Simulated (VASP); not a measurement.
Input of a VASP 6.6.1 run:

Contents of INCAR:

```
PREC = Accurate
ENCUT = 520
EDIFF = 1E-7
ISMEAR = 0
SIGMA = 0.02
LREAL = F
LASPH = T
NELM = 100
ALGO = Normal
ISIF = 3
LWAVE = F
LCHARG = F
GGA = PE
IVDW = 12
IBRION = 2
NSW = 80
EDIFFG = -0.002
KPAR = 4
```

Contents of KPOINTS:

```
Automatic mesh
0
Gamma
  15 15 6
```

The input POSCAR:

```
BN                                      
1.0
    2.5068152415      0.0000000000      0.0000000000
   -1.2534076208      2.1709656770      0.0000000000
    0.0000000000      0.0000000000      6.5854715462
  B               N             
     2     2
Direct
     0.3333333300000021    0.6666666699999979    0.2500000000000000
     0.6666666699999979    0.3333333300000021    0.7500000000000000
     0.3333333300000021    0.6666666699999979    0.7500000000000000
     0.6666666699999979    0.3333333300000021    0.2500000000000000
```

Potentials or basis: VASP PAW PBE potentials, release 64 (B, N).

Launch:

```sh
$ cat potpaw_PBE.64/B/POTCAR potpaw_PBE.64/N/POTCAR > POTCAR
$ mpirun -np 4 vasp_std > vasp.out
```

Task: Predict the band gap on the k mesh.

Result: 4.27 eV, indirect (least direct gap 4.63 eV).

Task: Predict the dispersion energy per atom.

Result: -0.142 eV.

Final structure:
```xyz
4
Lattice="2.5068 0.0000 0.0000 -1.2534 2.1710 0.0000 0.0000 0.0000 6.5855" Properties=species:S:1:pos:R:3 pbc="T T T"
B     0.0000    1.4473    1.6464
B     1.2534    0.7237    4.9391
N     0.0000    1.4473    4.9391
N     1.2534    0.7237    1.6464
```

Caveat: the relaxation stopped at its first step, so nothing moved; an odd mesh through Γ misses points on the zone boundary, where band edges often lie. A hybrid or GW would open this gap; PBE tends to underestimate it.
